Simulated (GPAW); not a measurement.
# Ir (Fm-3m) in GPAW: single point with r2SCAN

Aim: the single point of Ir with r2SCAN.

All numbers are computed with GPAW 26.7.0; they aren't measurements. Logs are shortened: lines on timing, memory, paths and dates and some standing lists are left out, and cuts for length are marked. The log counts tension as positive stress, the text compression.

## 1. The undisturbed crystal

The structure is cubic, space group Fm-3m (No. 225). The conventional cell has a = 3.831 Å, b = 3.831 Å, c = 3.831 Å, α = 90.00°, β = 90.00°, γ = 90.00°. Ir (site symmetry m-3m) has 12 Ir at 2.71 Å as nearest neighbours.

## 2. Single point, r2SCAN (volume scaled by 1.04)

Input file run.py:

```python
from ase.dft.bandgap import bandgap
from ase.io import read, write
from ase.units import GPa
from gpaw import GPAW, PW

atoms = read('POSCAR')

calc = GPAW(mode=PW(450),
            xc='MGGA_X_R2SCAN+MGGA_C_R2SCAN',
            kpts={'size': (9, 9, 9), 'gamma': True},
            occupations={'name': 'fermi-dirac', 'width': 0.05},
            nbands=16,
            maxiter=120,
            txt='gpaw.txt')
atoms.calc = calc
energy = atoms.get_potential_energy()
forces = atoms.get_forces()
stress = atoms.get_stress()
calc.write('gs.gpw')
write('result.traj', atoms)
print(f'Energy: {energy:.6f} eV')
print('Forces (eV/A):')
print(forces.round(4))
print('Stress (GPa):', (stress / GPa).round(3))
print('Fermi level:', round(calc.get_fermi_level(), 4), 'eV')
print(f'Gap: {bandgap(calc)[0]:.4f} eV, direct: {bandgap(calc, direct=True)[0]:.4f} eV')
```

Input file POSCAR:

```
Ir
1.0
    0.0000000000      1.9408081540      1.9408081540
    1.9408081540      0.0000000000      1.9408081540
    1.9408081540      1.9408081540      0.0000000000
Ir
1
Direct
    0.0000000000      0.0000000000      0.0000000000
```

Potentials or basis: GPAW PAW data sets (gpaw-data 1.2.1), pw.

Command:

```
> OMP_NUM_THREADS=1 python run.py
```

gpaw.txt:

```text
__  _  _
 | _ |_)|_||  |
 |__||  | ||/\| - 26.7.0

Input parameters:
  mode=PW(ecut=450.00000000000006),
  kpts=MonkhorstPack(size=(9, 9, 9), gamma=True),
  maxiter=120,
  nbands=16,
  occupations=Occupations(name='fermi-dirac', width=0.05),
  xc=XC(name='MGGA_X_R2SCAN+MGGA_C_R2SCAN')

Diagonalizing LCAO Hamiltonian
Converting LCAO to pw mode

       Ir

Atoms  # Å, Bohr magnetons
|   | symbol |        x |        y |        z |    initial magnetic moments |
|---|--------|----------|----------|----------|-----------------------------|
| 0 |     Ir | 0.000000 | 0.000000 | 0.000000 | ( 0.0000,  0.0000,  0.0000) |

Unit cell  # Å
| periodic |        x |        y |        z |  lengths |    angles |
|----------|----------|----------|----------|----------|-----------|
|      yes | 0.000000 | 1.940808 | 1.940808 | 2.744717 | 60.000000 |
|      yes | 1.940808 | 0.000000 | 1.940808 | 2.744717 | 60.000000 |
|      yes | 1.940808 | 1.940808 | 0.000000 | 2.744717 | 60.000000 |

Number of symmetries: 48
Symmetry operations  # r_c * U_cc + t_c -> r_c
|    | kind |            matrix            |
|----|------|------------------------------|
|  0 |  σ   |  1, 0, 0,  1, 0,-1,  1,-1, 0 |
|  1 |  C2  |  1, 0, 0,  1,-1, 0,  1, 0,-1 |
|  2 |  E   |  1, 0, 0,  0, 1, 0,  0, 0, 1 |
|  3 |  σ   |  1, 0, 0,  0, 0, 1,  0, 1, 0 |
|  4 |  C4  |  1, 0,-1,  1, 0, 0,  1,-1, 0 |
|  5 |  S6  |  1, 0,-1,  1,-1, 0,  1, 0, 0 |
|  6 |  σ   |  1, 0,-1,  0, 1,-1,  0, 0,-1 |
|  7 |  C3  |  1, 0,-1,  0, 0,-1,  0, 1,-1 |
|  8 |  S6  |  1,-1, 0,  1, 0, 0,  1, 0,-1 |
|  9 |  C4  |  1,-1, 0,  1, 0,-1,  1, 0, 0 |
| 10 |  C3  |  1,-1, 0,  0,-1, 1,  0,-1, 0 |
| 11 |  σ   |  1,-1, 0,  0,-1, 0,  0,-1, 1 |
| 12 |  σ   |  0, 1, 0,  1, 0, 0,  0, 0, 1 |
| 13 |  C4  |  0, 1, 0,  0, 1,-1, -1, 1, 0 |
| 14 |  C3  |  0, 1, 0,  0, 0, 1,  1, 0, 0 |
| 15 |  S6  |  0, 1, 0, -1, 1, 0,  0, 1,-1 |
| 16 |  C2  |  0, 1,-1,  1, 0,-1,  0, 0,-1 |
| 17 |  σ   |  0, 1,-1,  0, 1, 0, -1, 1, 0 |
| 18 |  S4  |  0, 1,-1,  0, 0,-1,  1, 0,-1 |
| 19 |  C4  |  0, 1,-1, -1, 1, 0,  0, 1, 0 |
| 20 |  C3  |  0, 0, 1,  1, 0, 0,  0, 1, 0 |
| 21 |  σ   |  0, 0, 1,  0, 1, 0,  1, 0, 0 |
| 22 |  S6  |  0, 0, 1,  0,-1, 1, -1, 0, 1 |
| 23 |  C4  |  0, 0, 1, -1, 0, 1,  0,-1, 1 |
| 24 |  S4  |  0, 0,-1,  1, 0,-1,  0, 1,-1 |
| 25 |  C3  |  0, 0,-1,  0, 1,-1,  1, 0,-1 |
| 26 |  C2  |  0, 0,-1,  0,-1, 0, -1, 0, 0 |
| 27 |  S6  |  0, 0,-1, -1, 0, 0,  0,-1, 0 |
| 28 |  S4  |  0,-1, 1,  1,-1, 0,  0,-1, 0 |
| 29 |  C4  |  0,-1, 1,  0, 0, 1, -1, 0, 1 |
| 30 |  C2  |  0,-1, 1,  0,-1, 0,  1,-1, 0 |
| 31 |  σ   |  0,-1, 1, -1, 0, 1,  0, 0, 1 |
| 32 |  C3  |  0,-1, 0,  1,-1, 0,  0,-1, 1 |
| 33 |  S6  |  0,-1, 0,  0, 0,-1, -1, 0, 0 |
| 34 |  S4  |  0,-1, 0,  0,-1, 1,  1,-1, 0 |
| 35 |  C2  |  0,-1, 0, -1, 0, 0,  0, 0,-1 |
| 36 |  C2  | -1, 1, 0,  0, 1, 0,  0, 1,-1 |
| 37 |  S6  | -1, 1, 0,  0, 1,-1,  0, 1, 0 |
| 38 |  S4  | -1, 1, 0, -1, 0, 1, -1, 0, 0 |
| 39 |  C3  | -1, 1, 0, -1, 0, 0, -1, 0, 1 |
| 40 |  S6  | -1, 0, 1,  0, 0, 1,  0,-1, 1 |
| 41 |  C2  | -1, 0, 1,  0,-1, 1,  0, 0, 1 |
| 42 |  C3  | -1, 0, 1, -1, 1, 0, -1, 0, 0 |
| 43 |  S4  | -1, 0, 1, -1, 0, 0, -1, 1, 0 |
| 44 |  C2  | -1, 0, 0,  0, 0,-1,  0,-1, 0 |
| 45 |  i   | -1, 0, 0,  0,-1, 0,  0, 0,-1 |
| 46 |  σ   | -1, 0, 0, -1, 1, 0, -1, 0, 1 |
| 47 |  C2  | -1, 0, 0, -1, 0, 1, -1, 1, 0 |

BZ-sampling:
  Number of BZ points: 729
  Number of IBZ points: 35

  Monkhorst-Pack size: [9, 9, 9]
  Monkhorst-Pack shift: [0, 0, 0]

K-points  # in reciprocal-cell coordinates
|     |                                coordinates |     weight |
|-----|--------------------------------------------|------------|
|   0 | (  0.00000000,   0.00000000,   0.00000000) | 0.00137174 |
|   1 | (  0.11111111,   0.11111111,   0.00000000) | 0.00823045 |
|   2 | (  0.11111111,   0.11111111,   0.11111111) | 0.01097394 |
|   3 | (  0.22222222,   0.11111111,   0.11111111) | 0.01646091 |
|   4 | (  0.22222222,   0.22222222,   0.00000000) | 0.00823045 |
|   5 | (  0.22222222,   0.22222222,   0.11111111) | 0.03292181 |
|   6 | (  0.22222222,   0.22222222,   0.22222222) | 0.01097394 |
|   7 | (  0.33333333,   0.22222222,   0.11111111) | 0.03292181 |
|   8 | (  0.33333333,   0.22222222,   0.22222222) | 0.03292181 |
|   9 | (  0.33333333,   0.33333333,  -0.33333333) | 0.01646091 |
| ... |                                            |            |
|  34 | (  0.44444444,   0.44444444,   0.44444444) | 0.01097394 |

Plane wave coefficients: 331
Cutoff: 450.00000000000006 eV

Spin-components: 1 (collinear spins)
Bands:           16
Projectors:      6
Spin-degeneracy: 2
Datatype:        complex128

Parallelization:
  kpt:    1
  domain: 1
  band:   1

Density:
  Valence electrons: 15.0
  Components: 1
  Grid points: [14 14 14]
  Charge: 0.0  # |e|

Potential:
  Grid points: [14 14 14]

species:
  Ir:
    name:    Iridium
    Z:       77.0
    valence: 15
    core:    62
    charge:  0.0  # [|e|]
    compensation charges:
      type: gauss
      rc: 0.40  # [Å]
      lmax: 2
    cutoffs:
      filter: 2.40  # [Å]
      core: 2.36  # [Å]
    projectors
    | kind |    occ | energy [eV] | rcut [Å] |
    |------|--------|-------------|----------|
    |   6s |  2.000 |      -6.307 |    1.296 |
    |   5p |  6.000 |     -54.741 |    1.328 |
    |   6p |  0.000 |      -1.224 |    1.328 |
    |   5d |  7.000 |      -7.169 |    1.286 |
    |    s |        |      20.905 |    1.296 |
    |    d |        |      20.043 |    1.286 |

    Using partial waves for Ir as LCAO basis

Reference energy: -484484.849336  # eV

eigensolver:
  PPCG
  Converge bands: occupied
  niter=2

density mixing:
  MSR1-Mixer
  Pratt-step length: 0.05
  Maximum mixing coefficient: 0.75
  Old densities: 10
  SVD Regularization: 0.005
  Good broyden scale: 1.0
  Trust region scale: 1.0
  Backstep threshold: 4.0
  History deletion threshold: 6.0
  Fourier metric: weight=20.0, sigma=0.015

occupation numbers:
  Fermi-Dirac:
    width: 0.0500  # eV

poisson solver:
  ecut: 3600.0000000000005  # eV

xc functional:
  name: MGGA_X_R2SCAN+MGGA_C_R2SCAN with 2 nearest neighbor stencil

convergence criteria:
- Maximum [total energy] change in last 3 cyles: 0.0005 eV / valence electron
- Maximum integral of absolute [dens]ity change: 0.0001 electrons / valence electron
- Maximum integral of absolute [eigenst]ate change: 4e-08 eV^2 / valence electron
maximum number of iterations: 120

SCF iterations
|iter     | |      energy | eigst |  dens |
|---------|-|-------------|-------|-------|
|iter:   1| |  -26.718265 | -0.00 |       |
|iter:   2| |  -24.364289 | -1.51 | -1.49 |
|iter:   3| |  -24.371457 | -3.25 | -1.64 |
|iter:   4| |  -24.386462 | -2.75 | -1.76 |
|iter:   5| |  -24.404362 | -2.96 | -2.15 |
|iter:   6| |  -24.403051 | -4.07 | -2.16 |
|iter:   7| |  -24.401054c| -4.13 | -2.33 |
|iter:   8| |  -24.401074c| -5.42 | -3.05 |
|iter:   9| |  -24.401090c| -5.65 | -3.38 |
|iter:  10| |  -24.401089c| -7.92c| -4.36c|

Converged in 10 steps
Energy contributions relative to reference atoms: (reference = -484484.849336)

Energy contributions:
  Kinetic:           7.984717
  Coulomb:          -7.566908
  Zero:             -0.229400
  External:          0.000000
  Xc:              -24.587500
  Entropy:          -0.003998
  Spinorbit:         0.000000
  ----------------------------
  Free energy:     -24.403088
  Extrapolated:    -24.401089

dipole moment: (-14.038496, -14.038496, -14.038496)  # |e|*Ang

Fermi level: 13.864
Eigenvalues  # (at kpt = [0.000, 0.000, 0.000])
| band index |      eig [eV] | occ [0-2] |
|------------|---------------|-----------|
|          0 |       -36.800 |     2.000 |
|          1 |       -36.800 |     2.000 |
|          2 |       -36.800 |     2.000 |
|          3 |         2.886 |     2.000 |
|          4 |        10.179 |     2.000 |
|          5 |        10.179 |     2.000 |
[... 8 lines left out ...]
|         14 |        48.365 |     0.000 |
|         15 |        48.365 |     0.000 |

No gap
No difference between direct/indirect transitions

Forces  # eV/Ang
|       x |       y |        z |
|---------|---------|----------|
| 0.00000 | 0.00000 | -0.00000 |  # Ir   0

Stress tensor  # eV/Ang^3
|         x |         y |        z |
|-----------|-----------|----------|
|  0.065684 | -0.000000 | 0.000000 |
| -0.000000 |  0.065684 | 0.000000 |
|  0.000000 |  0.000000 | 0.065684 |

# Writing to gs.gpw (mode='')
```

It took 15 s on 1 thread of Arm Neoverse V1, shared host; peak memory 0.23 GiB.

What came out:

| Property | Result |
| --- | --- |
| Free energy | -24.4031 eV |
| Pressure | -10.5 GPa |
| Band gap on the k mesh | none (metal or under the smearing width) |

Caveat: the cutoff is short for stress and forces, so pressures can be off by a GPa or more; the PAW data sets were made with another functional, which shifts forces and pressure a little.
